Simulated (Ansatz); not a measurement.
Task: band-curvature effective masses by finite differences of LiF, space group Pm-3m, with the Python package of Ansatz (0.2.0). Give the script and its output. Use (first run): LDA, PAW, the default cutoff (420 eV here), 8×8×8 k-points, fixed occupations.

```yaml
crystal:
  lattice:
    - [2.55953, 0.00000, 0.00000]
    - [0.00000, 2.55953, 0.00000]
    - [0.00000, 0.00000, 2.55953]
  atoms:
    - { symbol: Li, position: [0.00000, 0.00000, 0.00000] }
    - { symbol: F, position: [0.50000, 0.50000, 0.50000] }
```

Script `lif.py`:
```python
"""Band curvature masses of LiF."""

import warnings

import ansatz as az
from ase import Atoms
import numpy as np


def main() -> None:
    warnings.simplefilter("ignore", az.DeckWarning)

    atoms = Atoms(
        ["Li", "F"],
        scaled_positions=[
            (0.0, 0.0, 0.0),
            (0.5, 0.5, 0.5),
        ],
        cell=[
            (2.559533, 0.0, 0.0),
            (0.0, 2.559533, 0.0),
            (0.0, 0.0, 2.559533),
        ],
        pbc=True,
    )
    system = az.Crystal.from_ase(atoms)

    job = (
        system.calculation()
        .functional("lda")
        .kpoints(8, 8, 8)
        .occupations("fixed")
    )
    # find the band extrema among the mesh points first
    outcome = job.band_table().run()
    data = outcome.report
    levels = np.array(data["eigenvalues_ev"])
    filled = round(data["n_electrons"] / 2)
    edges = {"top filled band": (filled - 1, levels[:, filled - 1].argmax()), "lowest empty band": (filled, levels[:, filled].argmin())}
    gap = levels[:, filled].min() - levels[:, filled - 1].max()
    print(f"gap on the mesh {gap:.3f} eV")
    if gap <= 0.05:
        print("no gap: band-edge masses have no meaning here")
        edges = {}
    reciprocal = 2 * np.pi * np.linalg.inv(outcome.lattice.cell_ang).T
    step = 0.02  # 1/A

    # second differences give the curvature tensor; masses are hbar^2/m_e = 7.61996 eV A^2 over its eigenvalues
    pairs = [(0, 1), (0, 2), (1, 2)]
    moves = [sign * axis for axis in np.eye(3) for sign in (-1, 1)]
    moves += [s1 * np.eye(3)[i] + s2 * np.eye(3)[j] for i, j in pairs for s1 in (1, -1) for s2 in (1, -1)]
    for name, (band, index) in edges.items():
        together = int(np.sum(np.abs(levels[index] - levels[index, band]) < 2e-3))
        print(name, "at k =", np.round(data["kpoints_frac"][index], 4), f"E = {levels[index, band]:.4f} eV, degeneracy {together}")
        centre = np.array(data["kpoints_frac"][index]) @ reciprocal
        points = [centre] + [centre + step * move for move in moves]
        table = job.band_structure(points, intervals=1, cartesian=True).run().band_structure().channels[0].eigenvalues_ev
        if together > 1:
            level = np.flatnonzero(np.abs(levels[index] - levels[index, band]) < 2e-3)
            along = (table[1, level] + table[2, level] - 2 * table[0, level]) / step ** 2
            print("  degenerate level, no single mass tensor; masses of its branches along x:", np.round(7.61996 / along, 3), "m_e")
            continue
        e = table[:, band]
        hessian = np.diag((e[1:7:2] + e[2:7:2] - 2 * e[0]) / step ** 2)
        for (i, j), (pp, pm, mp, mm) in zip(pairs, e[7:].reshape(3, 4)):
            hessian[i, j] = hessian[j, i] = (pp - pm - mp + mm) / (4 * step ** 2)
        curvatures, axes = np.linalg.eigh(hessian)
        slope = (e[2:7:2] - e[1:7:2]) / (2 * step)
        print("  slope (eV A):", np.round(slope, 3) + 0.0, "" if np.abs(slope).max() < 0.05 else "- no extremum here, so these are local curvatures and no band-edge masses")
        for curvature, axis in zip(curvatures, axes.T):
            print(f"  principal mass {7.61996 / curvature:8.3f} m_e along", np.round(axis, 2) + 0.0)


if __name__ == "__main__":
    main()
```

```console
$ python lif.py
gap on the mesh 7.308 eV
top filled band at k = [ 0.  -0.5 -0.5] E = 1.6346 eV, degeneracy 1
  slope (eV A): [0. 0. 0.]
  principal mass   -0.900 m_e along [1. 0. 0.]
  principal mass   -8.066 m_e along [0.   0.99 0.16]
  principal mass   -8.066 m_e along [ 0.   -0.16  0.99]
lowest empty band at k = [0. 0. 0.] E = 8.9428 eV, degeneracy 1
  slope (eV A): [0. 0. 0.]
  principal mass    0.875 m_e along [-0.66  0.74  0.13]
  principal mass    0.875 m_e along [-0.59 -0.62  0.52]
  principal mass    0.875 m_e along [-0.47 -0.27 -0.84]
```

Reading the output:
- Semilocal gaps usually lie well under measured ones.
- The structure comes from a database of computed cells and needn't be a stable or known phase.
- Levels are Kohn-Sham eigenvalues on this mesh.
- The masses are finite-difference curvatures at extrema found on a coarse mesh, which needn't be the true band edges; a step that is long against the gap makes them too heavy. Negative values are curvatures of valence bands (the hole mass is their size). Spin-orbit coupling is left out, and light masses scale with the Kohn-Sham gap.
- Run time: 3.1 s on 1 thread of Intel(R) Xeon(R) Platinum 8259CL CPU @ 2.50GHz (Skylake/Cascade Lake), with other jobs on the host, peak memory 0.36 GiB.
